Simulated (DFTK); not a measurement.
# SiC (Moissanite 6H) under changes of volume

One of the cells (10.487 Å³/atom); the others are scaled copies at fixed shape and fractional positions:

```
Si C
1.0
     3.09500    0.00000    0.00000
    -1.54750    2.68035    0.00000
     0.00000    0.00000   15.17000
Si C
6 6
Cartesian
  1.5475 0.8934 6.9524
  0.0000 1.7869 14.5374
  1.5475 0.8934 12.0101
  0.0000 1.7869 4.4251
  0.0000 0.0000 9.4812
  0.0000 0.0000 1.8962
  1.5475 0.8934 5.0562
  0.0000 1.7869 12.6412
  1.5475 0.8934 10.1138
  0.0000 1.7869 2.5288
  0.0000 0.0000 7.5850
  0.0000 0.0000 0.0000
```

* Program: DFTK 0.8.2
* Functional: AM05
* Potentials or basis: PseudoDojo 0.4 stringent (PBEsol)
* Cutoff: 1116 eV
* k mesh: 6 × 6 × 1
* Occupations: fermi-dirac, width 0.05 eV
* Spin: no spin polarisation

```csv
volume (Å³/atom),energy over the lowest point (meV/atom),pressure (GPa),gap on the mesh (eV),largest force (eV/Å)
9.858,14.82,10.8,1.88,0.165
10.068,4.09,5.5,1.89,0.161
10.277,0.00,0.7,1.90,0.157
10.487,1.90,-3.7,1.90,0.153
10.697,9.23,-7.6,1.91,0.150
10.907,?,?,?,?
11.116,38.16,-14.4,1.92,0.143
```

Problem. What does the run at 10.907 Å³/atom give?

Solution. Energy over the lowest point 21.47 meV/atom; pressure -11.2 GPa; gap on the mesh 1.91 eV; largest force 0.147 eV/Å.

Worked out: A Birch-Murnaghan fit of order 3 (a polynomial in V^(-2/3)) to the other rows has its minimum at 10.31 Å³/atom with B0 = V·E''(V) = 221 GPa and B' = 3.9 at fixed shape and positions, which overstates the stiffness. It gives 21.51 meV/atom at 10.907 Å³/atom, against the run's 21.47, and -dE/dV = -11.1 GPa, against -11.2. A straight line through the other rows of the gap, of slope 0.322 eV per unit of ln V, gives 1.92 eV, against the run's 1.91.

Energies are extrapolated to zero smearing.

Caveats: some runs use coarse meshes; the potentials were made for another functional, which shifts forces and pressure; an odd mesh through Γ misses points on the zone boundary, where band edges often lie.
